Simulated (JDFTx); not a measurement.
**TiB2: equation of state with PBE**

The system is TiB2.

```xyz
3
Lattice="3.0292 0.0000 0.0000 -1.5146 2.6234 0.0000 0.0000 0.0000 3.2284" Properties=species:S:1:pos:R:3 pbc="T T T"
Ti    0.0000    0.0000    0.0000
B     1.5146    0.8745    1.6142
B     0.0000    1.7489    1.6142
```

| Item | Value |
| --- | --- |
| Program | JDFTx 1.7.0 (patched build) |
| Task | equation of state |
| Functional | PBE |
| Potentials or basis | PseudoDojo-SR-PBE-0.5-standard |
| Cutoff | 1143 eV |
| Density cutoff | 9143 eV |
| k mesh | 10 × 10 × 8 |
| Occupations | fermi-dirac, width 0.05 eV |
| Spin | no spin polarisation |

```yaml
Equilibrium_volume: 8.56 Å³/atom
Bulk_modulus_at_fixed_shape_and_positions: 255 GPa
Pressure_derivative_of_the_bulk_modulus: 3.8
```

Energy against volume, from the lowest point:
```csv
volume (Å³/atom),energy (meV/atom)
8.039,27.87
8.210,12.15
8.381,3.07
8.552,0.00
8.723,2.40
8.894,9.75
9.065,21.61
```

Caveat: the cell was scaled at fixed shape and fractional positions, which overstates the stiffness of a crystal with free parameters, most of all of layers and chains.
